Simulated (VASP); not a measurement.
# Si (Fd-3m) in VASP: notebook, part 2 of 2

VASP 6.6.1. The steps go on from the part before.

**3. Relaxation of cell and atoms, PBEsol**

This run uses another cell than the first one, of 20.12 Å³/atom, 1.004 times its volume.

The input, INCAR:

```
SYSTEM = Si
ALGO = Normal
EDIFF = 1E-6
EDIFFG = -0.002
ENCUT = 600
GGA = PS
IBRION = 2
ISIF = 3
ISMEAR = 0
LASPH = .True.
LCHARG = .False.
LREAL = .False.
LWAVE = .False.
NELM = 100
NSW = 100
PREC = Accurate
SIGMA = 0.02
```

The input, KPOINTS:

```
k-points
0
Gamma
  10 10 10
  0 0 0
```

The input, POSCAR:

```
Si
1.0
    0.0000000000      2.7200000000      2.7200000000
    2.7200000000      0.0000000000      2.7200000000
    2.7200000000      2.7200000000      0.0000000000
Si
2
Direct
    0.0000000000      0.0000000000      0.0000000000
    0.2500000000      0.2500000000      0.2500000000
```

Potentials or basis: VASP PAW PBE potentials, release 64 (Si).

Command:

```sh
> cat potpaw_PBE.64/Si/POTCAR > POTCAR
> mpirun -np 1 vasp_std > vasp.out
```

Wall time 17 s (1 thread of Intel Xeon Platinum 8259CL at 2.50GHz (Skylake/Cascade Lake), shared host); peak memory 0.17 GiB.

Results (log left out):

```yaml
Free_energy: -11.4926 eV
Relaxed_volume: 20.08 Å³/atom
Relaxed_cell: a = 3.844 Å, b = 3.844 Å, c = 3.844 Å, α = 60.00°, β = 60.00°, γ = 60.00°
Space_group_after_relaxing_to_0.05_Å: Fd-3m (No. 227)
Energy_gained_by_relaxing: 0.0 meV/atom
Ionic_steps: 3
Pressure_after_relaxing: 0.0 GPa
Band_gap_on_the_k_mesh: 0.47 eV, indirect (least direct gap 2.52 eV)
```

Final structure:
```
Si
1.0
     0.00000    2.71785    2.71785
     2.71785    0.00000    2.71785
     2.71785    2.71785    0.00000
Si
2
Direct
  0.00000 0.00000 0.00000
  0.25000 0.25000 0.25000
```

Levels at points of the mesh, in eV from the valence-band top:
```
           k point  band 1  band 2  band 3  band 4  band 5  band 6  band 7  band 8
(0.00, 0.00, 0.00)  -11.97    0.00    0.00    0.00    2.52    2.52    2.52    3.29
(0.50, 0.00, 0.00)   -9.63   -7.00   -1.20   -1.20    1.46    3.27    3.27    7.51
(0.50, 0.50, 0.00)   -7.82   -7.82   -2.87   -2.87    0.59    0.59   10.04   10.04
```

Caveat: the PAW data sets were made with another functional, which shifts forces and pressure a little. A hybrid or GW would open this gap; PBEsol tends to underestimate it.

**4. Single point, PBEsol**

The input, INCAR:

```
PREC = Accurate
ENCUT = 520
EDIFF = 1E-6
ISMEAR = 0
SIGMA = 0.02
LREAL = F
LASPH = T
NELM = 100
ALGO = Normal
ISIF = 2
LWAVE = F
LCHARG = T
GGA = PS
LELF = T
LVHAR = T
NBANDS = 11
```

The input, KPOINTS:

```
Automatic mesh
0
Gamma
  12 12 12
```

The input, POSCAR:

```
Si
1.0
    0.0000000000      2.7167281890      2.7167281890
    2.7167281890      0.0000000000      2.7167281890
    2.7167281890      2.7167281890      0.0000000000
Si
2
Direct
    0.0000000000      0.0000000000      0.0000000000
    0.2500000000      0.2500000000      0.2500000000
```

Command:

```sh
> cat potpaw_PBE.64/Si/POTCAR > POTCAR
> mpirun -np 1 vasp_std > vasp.out
```

Run time: 24 s. Hardware: 1 thread of Intel Xeon Platinum 8259CL at 2.50GHz (Skylake/Cascade Lake), shared host; peak memory 0.17 GiB.

Results (log left out):

```yaml
Free_energy: -11.4932 eV
Pressure: 0.1 GPa
Band_gap_on_the_k_mesh: 0.46 eV, indirect (least direct gap 2.52 eV)
```

Levels at points of the mesh, in eV from the valence-band top:
| k point | band 2 | band 3 | band 4 | band 5 | band 6 | band 7 |
| --- | --- | --- | --- | --- | --- | --- |
| (0.00, 0.00, 0.00) | 0.00 | 0.00 | 0.00 | 2.52 | 2.52 | 2.52 |
| (0.50, 0.00, 0.00) | -7.01 | -1.20 | -1.20 | 1.46 | 3.27 | 3.27 |
| (0.50, 0.50, 0.00) | -7.82 | -2.87 | -2.87 | 0.59 | 0.59 | 10.05 |

Caveat: the PAW data sets were made with another functional, which shifts forces and pressure a little. A k mesh can miss the band edges.

**5. Relaxation of cell and atoms, PBEsol**

The input, INCAR:

```
SYSTEM = Si
PREC = Accurate
ENCUT = 600
EDIFF = 1E-7
ISMEAR = 0
SIGMA = 0.02
LREAL = .False.
LASPH = .True.
NELM = 100
ALGO = Fast
ISIF = 3
LWAVE = .False.
LCHARG = .False.
GGA = PS
IBRION = 2
NSW = 100
EDIFFG = -0.002
```

The input, KPOINTS:

```
Automatic mesh
0
Gamma
  12 12 12
  0 0 0
```

POSCAR is that of step 4.

Potentials or basis: VASP PAW PBE potentials, release 64 (Si).

Command:

```sh
> cat potpaw_PBE.64/Si/POTCAR > POTCAR
> mpirun -np 1 vasp_std > vasp.out
```

OUTCAR:

```text
SYSTEM = Si
   PREC = Accurate
   ENCUT = 600
   EDIFF = 1E-7
   ISMEAR = 0
   LREAL = .False.
   LASPH = .True.
   NELM = 100
   ISIF = 3
   GGA = PS
   IBRION = 2
   NSW = 100
   EDIFFG = -0.002

 ion  position               nearest neighbor table
   1  0.000  0.000  0.000-   2 2.35   2 2.35   2 2.35   2 2.35
   2  0.250  0.250  0.250-   1 2.35   1 2.35   1 2.35   1 2.35

  LATTYP: Found a face centered cubic cell.
 ALAT       =     5.4334563780

  Lattice vectors:

 A1 = (   0.0000000000,   2.7167281890,   2.7167281890)
 A2 = (   2.7167281890,   0.0000000000,   2.7167281890)
 A3 = (   2.7167281890,   2.7167281890,   0.0000000000)

Analysis of symmetry for initial positions (statically):
=====================================================================
 Subroutine PRICEL returns:
 Original cell was already a primitive cell.

 Routine SETGRP: Setting up the symmetry group for a
 face centered cubic supercell.

 Subroutine GETGRP returns: Found 48 space group operations
 (whereof 24 operations were pure point group operations)
 out of a pool of 48 trial point group operations.

The static configuration has the point symmetry T_d .
 The point group associated with its full space group is O_h .
[... 174 lines left out ...]
  in kB        1.3034095      1.3034095      1.3034095      0.0000000     -0.0000000     -0.0000000
  external PRESSURE =       1.3034095 kB  Pullay stress =       0.0000000 kB
[... 59 lines left out ...]
--------------------------------------- Ionic step        3  -------------------------------------------

 number of electron       7.9999999 magnetization

 Free energy of the ion-electron system (eV)
  ---------------------------------------------------
  ext. energy  EPLUGINS =         0.00000000
  ---------------------------------------------------
  free energy    TOTEN  =       -11.49321175 eV

  energy without entropy =      -11.49321175  energy(sigma->0) =      -11.49321175

 E-fermi :   5.8514     XC(G=0):  -9.5432

 val. band max:        5.7622690446   @ k =   0.0000   0.0000   0.0000
 cond. band min:       6.2237003584   @ k =   0.4167   0.4167   0.0000
 fundamental gap:      0.4614313139
 Fermi energy:         5.8514493659

 k-point     1 :       0.0000    0.0000    0.0000
  band No.  band energies     occupation
      1      -6.2092      2.00000
      2       5.7623      2.00000
      3       5.7623      2.00000
      4       5.7623      2.00000
      5       8.2786      0.00000
      6       8.2786      0.00000
      7       8.2786      0.00000
      8       9.0555      0.00000
[... 243 lines left out ...]
 k-point    24 :      -0.4167    0.1667    0.0000
  band No.  band energies     occupation
      1      -3.5931      2.00000
      2      -1.0281      2.00000
      3       2.7440      2.00000
      4       4.1627      2.00000
      5       7.8613      0.00000
      6       9.7541      0.00000
      7      10.0970      0.00000
      8      13.6456      0.00000

 [... further k-points ...]

------------------------ aborting loop because EDIFF is reached ----------------------------------------

  FORCE on cell =-STRESS in cart. coord.  units (eV):
  Direction    XX          YY          ZZ          XY          YZ          ZX
  --------------------------------------------------------------------------------------
  -------------------------------------------------------------------------------------
  Total        0.0019504      0.0019504      0.0019504     -0.0000000      0.0000000      0.0000000
  in kB        0.0778294      0.0778294      0.0778294     -0.0000000      0.0000000      0.0000000
  external PRESSURE =       0.0778294 kB  Pullay stress =       0.0000000 kB
[... 17 lines left out ...]
  FREE ENERGIE OF THE ION-ELECTRON SYSTEM (eV)
  ---------------------------------------------------
  free  energy   TOTEN  =       -11.4932117517 eV

  energy  without entropy=      -11.4932117517  energy(sigma->0) =      -11.49321175

 reached required accuracy - stopping structural energy minimisation
```

Wall time 38 s (1 thread of Intel Xeon Platinum 8259CL at 2.50GHz (Skylake/Cascade Lake), shared host); peak memory 0.18 GiB.

What came out:

| Item | Value |
| --- | --- |
| Free energy | -11.4932 eV |
| Relaxed volume | 20.08 Å³/atom |
| Relaxed cell | a = 3.844 Å, b = 3.844 Å, c = 3.844 Å, α = 60.00°, β = 60.00°, γ = 60.00° |
| Space group after relaxing (to 0.05 Å) | Fd-3m (No. 227) |
| Energy gained by relaxing | 0.0 meV/atom |
| Ionic steps | 3 |
| Pressure after relaxing | 0.0 GPa |
| Band gap on the k mesh | 0.46 eV, indirect (least direct gap 2.52 eV) |

Final structure:
```xyz
2
Lattice="0.0000 2.7178 2.7178 2.7178 0.0000 2.7178 2.7178 2.7178 0.0000" Properties=species:S:1:pos:R:3 pbc="T T T"
Si    0.0000    0.0000    0.0000
Si    1.3589    1.3589    1.3589
```

Caveat: the PAW data sets were made with another functional, which shifts forces and pressure a little.

**6. The runs side by side**

| task | cell | k mesh | cutoff (eV) | gap on the mesh (eV) | pressure (GPa) | relaxed volume (Å³/atom) |
| --- | --- | --- | --- | --- | --- | --- |
| single point | Fd-3m, 20.05 Å³/atom | 10 × 10 × 10 | 520 | 0.47 | 0.1 | - |
| relaxation of cell and atoms | relaxed | 10 × 10 × 10 | 600 | 0.47 | 0.0 | 20.08 |
| single point | Fd-3m, 20.05 Å³/atom | 12 × 12 × 12 | 520 | 0.46 | 0.1 | - |
| relaxation of cell and atoms | relaxed | 12 × 12 × 12 | 600 | 0.46 | 0.0 | 20.08 |

Alike in all rows: level PBEsol; potentials or basis VASP PAW PBE potentials, release 64 (Si); no spin polarisation; smearing gaussian 0.02 eV.

Caveats: the PAW data sets were made with another functional, which shifts forces and pressure a little.

Absolute energies hang on the potentials; compare differences alone.
